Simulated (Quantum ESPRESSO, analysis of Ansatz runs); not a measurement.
# HfO2 (P2_1/c), nudged elastic band: V_O hop (2.5 Å) (q = +2) (Quantum ESPRESSO), part 2 of 3

Aim: the barrier of one jump in HfO2 (P2_1/c) at charge +2: V_O hop (2.5 Å). The model is a cell of 48 host atoms with 1 O taken out; O is the atom that moves.

Quantum ESPRESSO 7.5; Quantum ESPRESSO plane-wave DFT, PBEsol, GBRV 1.5 PBEsol potentials; nudged elastic band between two relaxed defect structures at fixed charge in a uniform background.

So far: The structure; Relaxation of the start point, charge +2.

## 3. Relaxation of the end point, charge +2

Level of this step: Quantum ESPRESSO plane-wave DFT, PBEsol, GBRV 1.5 PBEsol potentials; relaxation of all atoms of a defect supercell at fixed charge in a uniform background (Quantum ESPRESSO).

The end point is relaxed in the same cell and settings, so that the two energies compare. Atoms more than 3.2 Å from the middle of the hop start where the first relaxation left them, the nearer ones on or close to their ideal places, with small random displacements.

The input, pw.in:

```
&CONTROL
  calculation = 'relax'
  prefix = 'pwscf'
  outdir = './tmp'
  pseudo_dir = './pseudo'
  tprnfor = .true.
  disk_io = 'low'
  nstep = 70
  forc_conv_thr = 0.00078
  etot_conv_thr = 0.0001
/
&SYSTEM
  ibrav = 0
  nat = 47
  ntyp = 2
  ecutwfc = 36
  ecutrho = 288
  nbnd = 192
  occupations = 'fixed'
  tot_charge = 2
  nosym = .true.
/
&ELECTRONS
  conv_thr = 5d-08
  electron_maxstep = 100
  mixing_beta = 0.5
/
&IONS
  ion_dynamics = 'bfgs'
/
ATOMIC_SPECIES
Hf   178.4900 hf_pbesol_v1.uspp.F.UPF
O     15.9990 o_pbesol_v1.2.uspp.F.UPF
CELL_PARAMETERS angstrom
  -5.9416700219    5.1632183080    5.1583953540
   4.2040263251   -5.1632183080    5.1655566081
   5.9416700219    5.1632183080   -5.1583953540
ATOMIC_POSITIONS crystal
Hf     0.0847346248    0.4855575586    0.8655092858
Hf     0.0761693917    0.9857544831    0.3601149455
Hf     0.5836541467    0.4924623056    0.3683548096
[... 4 atom lines left out ...]
Hf     0.8741576603    0.7579630434    0.8400552492
[... 1 atom line left out ...]
Hf     0.4164431828    0.5062387210    0.6323443143
[... 4 atom lines left out ...]
Hf     0.6246812933    0.2417980898    0.6586159452
[... 1 atom line left out ...]
O      0.3613362259    0.2143974428    0.5929040735
[... 2 atom lines left out ...]
O      0.8617018003    0.7131774127    0.5942883695
[... 1 atom line left out ...]
O      0.3799065256    0.5361054641    0.3986380409
[... 1 atom line left out ...]
O      0.8793613588    0.5348809144    0.8977565900
[... 6 atom lines left out ...]
O      0.6622232354    0.7922759493    0.8000394062
[... 2 atom lines left out ...]
O      0.3400700742    0.7046906285    0.7077438929
[... 3 atom lines left out ...]
O      0.5015288381    0.5446771906    0.8846836920
O      0.9352605077    0.0182034375    0.8598059704
[... 7 atom lines left out ...]
O      0.5261839588    0.9643559776    0.6286598435
K_POINTS gamma
```

On the command line:

```bash
> OMP_NUM_THREADS=1 mpirun -n 4 pw.x -in pw.in > pw.out
```

Output:

```text
[shortened: banners, details of potentials and solvers, and blank lines are left out]
[banner, memory and clock lines left out]
     gamma-point specific algorithms are used
     one sub-group per band group will be used
     bravais-lattice index     =            0
     lattice parameter (alat)  =      17.7847  a.u.
     unit-cell volume          =    3650.0307 (a.u.)^3
     number of atoms/cell      =           47
     number of atomic types    =            2
     number of electrons       =       376.00
     number of Kohn-Sham states=          192
     kinetic-energy cutoff     =      36.0000  Ry
     charge density cutoff     =     288.0000  Ry
     scf convergence threshold =      5.0E-08
     mixing beta               =       0.5000
     number of iterations used =            8  plain     mixing
     energy convergence thresh.=      1.0E-04
     force convergence thresh. =      7.8E-04
     Exchange-correlation= SLA  PW   PSX  PSC
                           (   1   4  10   8   0   0   0)
     nstep                     =           70
     crystal axes: (cart. coord. in units of alat)
               a(1) = (  -0.631338   0.548623   0.548110 )
               a(2) = (   0.446703  -0.548623   0.548871 )
               a(3) = (   0.631338   0.548623  -0.548110 )
     PseudoPot. # 1 for Hf read from file:
     hf_pbesol_v1.uspp.F.UPF
     Pseudo is Ultrasoft + core correction, Zval = 12.0
[...]
PseudoPot. # 2 for O  read from file:
     o_pbesol_v1.2.uspp.F.UPF
     Pseudo is Ultrasoft + core correction, Zval =  6.0
[...]
atomic species   valence    mass     pseudopotential
     Hf               12.00   178.49000     Hf( 1.00)
     O                 6.00    15.99900     O ( 1.00)
     No symmetry found
     site n.     atom                  positions (alat units)
         1        Hf     tau(   1) = (   0.7098328   0.2549376  -0.1614421  )
         2        Hf     tau(   2) = (   0.6196052  -0.3014519   0.3854189  )
         3        Hf     tau(   3) = (   0.0840577   0.2521178   0.3883063  )
         4        Hf     tau(   4) = (   0.6421024   0.2408031   0.3952050  )
         5        Hf     tau(   5) = (   0.4112186   0.5189426  -0.1113881  )
         6        Hf     tau(   6) = (   0.3175044  -0.0233162   0.4349441  )
         7        Hf     tau(   7) = (  -0.2200437   0.5244681   0.4327659  )
         8        Hf     tau(   8) = (   0.3170542   0.5246206   0.4347161  )
[...]
number of k points=     1
                       cart. coord. in units 2pi/alat
        k(    1) = (   0.0000000   0.0000000   0.0000000), wk =   2.0000000
     Dense  grid:   150556 G-vectors     FFT dimensions: ( 100,  90, 100)
     Smooth grid:    53237 G-vectors     FFT dimensions: (  72,  64,  72)
     Check: negative core charge=   -0.000005
     starting charge     345.9999, renormalised to     376.0000
     Self-consistent Calculation
     iteration #  1     ecut=    36.00 Ry     beta= 0.50
     total energy              =   -3542.50460782 Ry
     estimated scf accuracy    <      15.48007965 Ry
     iteration #  2     ecut=    36.00 Ry     beta= 0.50
     total energy              =   -3544.20748599 Ry
     estimated scf accuracy    <       3.77733655 Ry
     iteration #  3     ecut=    36.00 Ry     beta= 0.50
     total energy              =   -3544.82948487 Ry
     estimated scf accuracy    <       1.14804723 Ry
[...]
estimated scf accuracy    <       0.00002631 Ry
[... 154 further cycles ...]
     iteration #  5     ecut=    36.00 Ry     beta= 0.50
     total energy              =   -3545.29959756 Ry
     estimated scf accuracy    <          6.3E-09 Ry
     iteration #  6     ecut=    36.00 Ry     beta= 0.50
     total energy              =   -3545.29959756 Ry
     estimated scf accuracy    <          1.0E-09 Ry
     iteration #  7     ecut=    36.00 Ry     beta= 0.50
     End of self-consistent calculation
          k = 0.0000 0.0000 0.0000 (  6643 PWs)   bands (ev):
   -49.5129 -49.3248 -49.3217 -49.3134 -49.3077 -49.3008 -49.2943 -49.2833
   -49.2608 -49.2363 -49.2276 -49.2250 -49.2155 -49.1612 -49.1550 -49.1434
   -18.5440 -18.5296 -18.4375 -18.4255 -18.3874 -18.3708 -18.3481 -18.3333
   -18.3273 -18.3155 -18.2847 -18.2772 -18.2726 -18.2532 -18.2452 -18.2203
   -18.2053 -18.1899 -18.1866 -18.1709 -18.1566 -18.1313 -18.1213 -18.1110
   -18.0924 -18.0803 -18.0509 -18.0434 -18.0330 -18.0087 -17.9951 -17.9904
   -17.9755 -17.9569 -17.9488 -17.9373 -17.9220 -17.9212 -17.9127 -17.8983
   -17.8903 -17.8766 -17.8671 -17.8607 -17.8490 -17.8408 -17.8187 -17.7906
[...]
highest occupied, lowest unoccupied level (ev):    10.9093   14.0388
!    total energy              =   -3545.29959756 Ry
     estimated scf accuracy    <          5.7E-11 Ry
     The total energy is the sum of the following terms:
     one-electron contribution =    -573.76497123 Ry
     hartree contribution      =     502.64855241 Ry
     xc contribution           =   -1430.01130285 Ry
     ewald contribution        =   -2044.17187588 Ry
     convergence has been achieved in   7 iterations
     Forces acting on atoms (cartesian axes, Ry/au):
     atom    1 type  1   force =     0.00010953    0.00000071    0.00018659
     atom    2 type  1   force =    -0.00014029    0.00018239    0.00022480
     atom    3 type  1   force =    -0.00001121    0.00017601    0.00009663
     atom    4 type  1   force =     0.00008179   -0.00009730    0.00044625
     atom    5 type  1   force =    -0.00021838   -0.00015507   -0.00027059
     atom    6 type  1   force =    -0.00029664   -0.00027331    0.00022454
     atom    7 type  1   force =    -0.00009769   -0.00025983   -0.00013495
     atom    8 type  1   force =     0.00058986    0.00005450    0.00011484
[...]
Total force =     0.002773     Total SCF correction =     0.000018
     Energy error            =      1.8E-05 Ry
     Gradient error          =      8.2E-04 Ry/Bohr
     number of scf cycles    =  20
     number of bfgs steps    =  19
     energy             old  =   -3545.2995791859 Ry
     energy             new  =   -3545.2995975600 Ry
     CASE: energy            _new < energy            _old
     new trust radius        =       0.0027405739 bohr
     new conv_thr            =       0.0000000005 Ry
ATOMIC_POSITIONS (crystal)
Hf               0.0790084992        0.4889516247        0.8619152798
Hf               0.0834112013        0.9951415025        0.3697905757
Hf               0.5784924224        0.4913379307        0.3489399706
Hf               0.5839546488        0.9933291719        0.8723692923
Hf               0.3737258434        0.2575524724        0.8353458068
Hf               0.3701661339        0.7523215274        0.3340308268
Hf               0.8724057573        0.2580263510        0.3416308801
Hf               0.8933549759        0.7801846446        0.8600608510
[...]
Check: negative core charge=   -0.000005
     Self-consistent Calculation
     iteration #  1     ecut=    36.00 Ry     beta= 0.50
     total energy              =   -3545.29960695 Ry
     estimated scf accuracy    <       0.00001051 Ry
     iteration #  2     ecut=    36.00 Ry     beta= 0.50
     total energy              =   -3545.29960857 Ry
     estimated scf accuracy    <       0.00000241 Ry
     iteration #  3     ecut=    36.00 Ry     beta= 0.50
     total energy              =   -3545.29960906 Ry
     estimated scf accuracy    <       0.00000029 Ry
[...]
estimated scf accuracy    <       0.00000004 Ry
     iteration #  5     ecut=    36.00 Ry     beta= 0.50
     total energy              =   -3545.29960910 Ry
     estimated scf accuracy    <          4.8E-09 Ry
     iteration #  6     ecut=    36.00 Ry     beta= 0.50
     total energy              =   -3545.29960910 Ry
     estimated scf accuracy    <          8.5E-10 Ry
     iteration #  7     ecut=    36.00 Ry     beta= 0.50
     End of self-consistent calculation
          k = 0.0000 0.0000 0.0000 (  6643 PWs)   bands (ev):
   -49.5130 -49.3246 -49.3217 -49.3140 -49.3081 -49.3006 -49.2941 -49.2845
   -49.2605 -49.2362 -49.2277 -49.2254 -49.2145 -49.1611 -49.1552 -49.1425
   -18.5441 -18.5297 -18.4374 -18.4255 -18.3872 -18.3711 -18.3481 -18.3331
   -18.3273 -18.3154 -18.2848 -18.2772 -18.2726 -18.2534 -18.2451 -18.2204
   -18.2053 -18.1900 -18.1865 -18.1708 -18.1566 -18.1312 -18.1214 -18.1111
   -18.0926 -18.0803 -18.0507 -18.0433 -18.0330 -18.0085 -17.9950 -17.9904
   -17.9756 -17.9569 -17.9488 -17.9372 -17.9221 -17.9210 -17.9125 -17.8982
   -17.8901 -17.8766 -17.8669 -17.8606 -17.8489 -17.8406 -17.8185 -17.7905
[...]
highest occupied, lowest unoccupied level (ev):    10.9094   14.0392
!    total energy              =   -3545.29960910 Ry
     estimated scf accuracy    <          5.1E-11 Ry
     The total energy is the sum of the following terms:
     one-electron contribution =    -573.73552409 Ry
     hartree contribution      =     502.63422349 Ry
     xc contribution           =   -1430.01070078 Ry
     ewald contribution        =   -2044.18760771 Ry
     convergence has been achieved in   7 iterations
     Forces acting on atoms (cartesian axes, Ry/au):
     atom    1 type  1   force =    -0.00002257   -0.00005958    0.00022723
     atom    2 type  1   force =    -0.00014715    0.00015008    0.00005855
     atom    3 type  1   force =     0.00003474   -0.00005435    0.00024278
     atom    4 type  1   force =     0.00015766   -0.00000669    0.00041822
     atom    5 type  1   force =    -0.00007010   -0.00000972   -0.00011286
     atom    6 type  1   force =    -0.00018973   -0.00004126    0.00027335
     atom    7 type  1   force =    -0.00001878   -0.00016413   -0.00017948
     atom    8 type  1   force =     0.00052761    0.00008435    0.00017230
[...]
Total force =     0.002370     Total SCF correction =     0.000021
     Energy error            =      1.2E-05 Ry
     Gradient error          =      5.4E-04 Ry/Bohr
     bfgs converged in  21 scf cycles and  20 bfgs steps
     (criteria: energy <  1.0E-04 Ry, force <  7.8E-04 Ry/Bohr)
     End of BFGS Geometry Optimization
     Final energy             =   -3545.2996091014 Ry
Begin final coordinates
ATOMIC_POSITIONS (crystal)
Hf               0.0790084992        0.4889516247        0.8619152798
Hf               0.0834112013        0.9951415025        0.3697905757
Hf               0.5784924224        0.4913379307        0.3489399706
Hf               0.5839546488        0.9933291719        0.8723692923
Hf               0.3737258434        0.2575524724        0.8353458068
Hf               0.3701661339        0.7523215274        0.3340308268
Hf               0.8724057573        0.2580263510        0.3416308801
Hf               0.8933549759        0.7801846446        0.8600608510
[...]
End final coordinates
```

Elapsed: 6.9 min, on 4 MPI ranks of Arm Neoverse V1, shared host; peak memory 1.4 GiB.

The steps of the relaxation:

```tsv
step	energy less that of the first step (eV)
0	0.0000
1	-1.8278
2	-2.6228
3	-3.0772
4	-3.3000
5	-3.3919
6	-3.4636
7	-3.4983
8	-3.5267
9	-3.5465
10	-3.5600
11	-3.5682
12	-3.5738
13	-3.5780
14	-3.5809
15	-3.5828
16	-3.5842
17	-3.5850
18	-3.5855
19	-3.5858
20	-3.5859
```

The atoms that moved most (Å):

```tsv
atom	dx	dy	dz	length
O39	-0.047	0.239	0.332	0.412
O24	-0.117	-0.284	-0.026	0.308
Hf10	0.161	-0.124	-0.077	0.217
O38	0.101	-0.154	-0.111	0.215
O31	-0.162	0.045	-0.132	0.214
O45	-0.035	0.145	0.152	0.213
Hf4	-0.153	0.124	-0.076	0.212
Hf15	-0.085	0.102	-0.145	0.197
```

Neighbours of O31 at the end:

```tsv
atom	distance (Å)
Hf8	2.010
Hf10	2.047
Hf4	2.239
O34	2.637
O38	2.702
O22	2.804
O47	2.809
O39	2.839
```

Read from the output:

* highest filled level: 10.91 eV
* lowest empty level: 14.04 eV
* r.m.s. move of the farther half of the atoms: 0.1047 Å
* largest move from the ideal geometry of this structure, a common shift of the far atoms taken out: 0.3100 Å

The relaxation gained 3.586 eV and ended with a largest force component of 0.014 eV/Å. The end lies 0.941 eV above the start.

(Continued in part 3 of 3.)

[Logs are printed without paths, hosts, clocks, repeated set-up lines and the standing remarks that a program may print on its own settings, such as how far it seeks lower states.]

[Hosts, paths, dates, database ids (printed as entryN), source tags and the programs' standing remarks are cut or masked in the printed files.]
